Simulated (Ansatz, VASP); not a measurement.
# One calculation of BiTe, two programs

```
Bi Te
1.0
    -1.35861    2.71723    2.71723
     2.71723   -1.35861    2.71723
     2.71723    2.71723   -1.35861
Bi Te
1 1
Direct
  0.00000 0.00000 0.00000
  0.50000 0.50000 0.50000
```

Alike in both runs: task single point; functional LDA; k mesh 14 × 14 × 14; occupations gaussian, width 0.15 eV; no spin polarisation.

|  | VASP | Ansatz |
| --- | --- | --- |
| version | VASP 6.6.1 | Ansatz 0.2.0 |
| potentials or method | VASP PAW LDA potentials, release 64 (Bi_d, Te) | scalar-relativistic, plane waves, PAW |
| plane-wave cutoff (eV) | 520 | 420 |
| valence electrons in the cell | 21 | 31 |

Ansatz gave:

```
gap on the k mesh at the Fermi level (eV) : none
pressure (GPa)                            : -8.2
```

What did VASP give for the same quantities?

gap on the k mesh at the Fermi level (eV): none; pressure (GPa): -8.1.

A gap of «none» marks a metal or a gap that the smearing closes. The two sets of potentials don't hold the same shells in valence.

Caveats: spin-orbit coupling is left out, which moves the levels of the heavy elements.
